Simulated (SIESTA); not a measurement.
Runs of SIESTA 5.4.2 on Ag. Symmetry: Fm-3m, No. 225, cubic system. The conventional cell has a = 4.085 Å, b = 4.085 Å, c = 4.085 Å, α = 90.00°, β = 90.00°, γ = 90.00°. Ag (site symmetry m-3m) is surrounded by 12 Ag at 2.89 Å. 

```tsv
level	potentials or basis	energy shift	gap on the mesh (eV)	pressure (GPa)
PBE	PseudoDojo 0.4 standard (PBE files), TZP (energy shift 0.01 Ry)	0.01 Ry	none	2.8
AM05	PseudoDojo 0.4 standard (PBEsol files), DZP (energy shift 0.003 Ry; two zetas on semicore shells)	0.003 Ry	none	-2.4
PBE	PseudoDojo 0.4 standard (PBE files), DZP (energy shift 0.01 Ry)	0.01 Ry	none	3.0
PBE	PseudoDojo 0.4 standard (PBE files), DZP (energy shift 0.003 Ry; two zetas on semicore shells)	0.003 Ry	none	(b)
BLYP	PseudoDojo 0.4 standard (PBE files), DZP (energy shift 0.003 Ry; two zetas on semicore shells)	0.003 Ry	none	11.8
LDA	PseudoDojo 0.4 standard (LDA files), DZP (energy shift 0.003 Ry; two zetas on semicore shells)	0.003 Ry	none	(a)
```

Alike in all rows: task band structure; no spin polarisation; cell as given; k mesh 11 × 11 × 11; smearing fermi-dirac 0.05 eV; grid cutoff 800 Ry.

Task: Fill in the values left out.

Result: (a) -7.6; (b) 4.8.

Caveats: the basis of atomic orbitals isn't converged, which shifts pressures, moduli and gaps; short orbitals over semicore shells can move pressures by several GPa (some runs); semicore shells carry a single zeta, which can move pressures by several GPa and volumes by a few percent (some runs); the potentials were made for another functional, which shifts forces and pressure (some runs).

A k mesh can miss the band edges, and the runs leave out spin-orbit coupling on Ag.

A gap of «none» marks a metal or a gap under the smearing width.
